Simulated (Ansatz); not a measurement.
**Sc2Al: strain energy, fitted**

Sc2Al, P6_3/mmc, a = 4.888 Å, c = 6.163 Å. The structure is a Materials Project entry; whether it is the stable form wasn't checked. Ansatz: r2SCAN, PAW, 500 eV, Γ-centred 12×12×6 mesh on 6 atoms, Gaussian smearing 0.10 eV; no spin polarisation. Series: uniaxial strain along c, with a, b and atoms relaxed; x is the strain in per cent. y is the free energy over the unstrained cell, V0 = 21.255 Å³/atom.

```
x (%) y (meV/atom)
 -3.0             ?
 -2.0          3.81
 -1.0          0.92
  0.0          0.00
  1.0          0.89
  2.0          3.50
```

Problem. Fit y = c2 x² + c3 x³ to the other rows, turn c2 into a modulus, and predict the missing energy.

Solution. Least squares on the rows shown. y = 0.9132 x² − 0.01931 x³. In eV per unit strain² c2 is 9.132; this is Young's modulus along the axis (E = ½ Y V0 ε²): 2 × 9.132 × 160.2 / (21.255) = 138 GPa. At x = -3.0 the fit asked for gives 8.74 meV/atom. The run gave 8.87 meV/atom, so the fit is 0.13 meV/atom too low, a small miss on the scale of the series. The form still works here, 25 % of the fitted range beyond its end.

Cost: 6 runs of about 31 core-minutes in all, on Arm Neoverse V1 (shared hosts).